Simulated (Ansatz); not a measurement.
# Ga: what symmetry allows forces and stress to be

```
CELL_PARAMETERS angstrom
2.73144 0.00000 -0.00784
0.00000 3.46817 0.00000
-1.33197 0.00000 4.11110
ATOMIC_POSITIONS crystal
Ga 0.82845 0.25000 0.22752
Ga 0.17155 0.75000 0.77248
```

Level of theory: DFT PBEsol, scalar-relativistic, plane waves, PAW (Ansatz).

Settings: cutoff 420 eV, Γ-centred mesh 16×12×10 on the computed 2-atom cell, Gaussian smearing of 0.10 eV; no spin polarisation.

This distorted cell has space group P2_1/m, with 4 operations.

Problem. Without a calculation: in which directions can each atom feel a force?

Solution. A force must be left unchanged by every operation that keeps its atom in place, so it lies in the space that those operations leave fixed. Atoms that the group maps onto each other feel forces of one size.
```json
{"atom": "Ga1", "site symmetry": "m", "operations at the site": "2", "equivalent to atom": "1", "allowed force (Cartesian)": "in the plane normal to (0.00, 1.00, 0.00)"}
{"atom": "Ga2", "site symmetry": "m", "operations at the site": "2", "equivalent to atom": "1", "allowed force (Cartesian)": "in the plane normal to (0.00, 1.00, 0.00)"}
```

That leaves 2 independent force components of 6. A relaxation in this cell that keeps the symmetry moves the atoms in these directions alone.

Problem. And the stress tensor?

Solution. It must be invariant under the point group, which leaves 4 independent components: yz, xy vanish.

Problem. Do the computed values obey this?

Solution. Yes. Forces (eV/Å):
```
Ga1  0.058  0.000  0.225
Ga2 -0.058  0.000 -0.225
```

Stress (GPa, compression positive, xx yy zz yz xz xy): -1.51 -4.47 -4.93 0.00 0.00 0.00. The program imposes the same operations on density, forces and stress, so this confirms the analysis and is no independent test of the calculation.

This form isn't the element's structure at ambient conditions.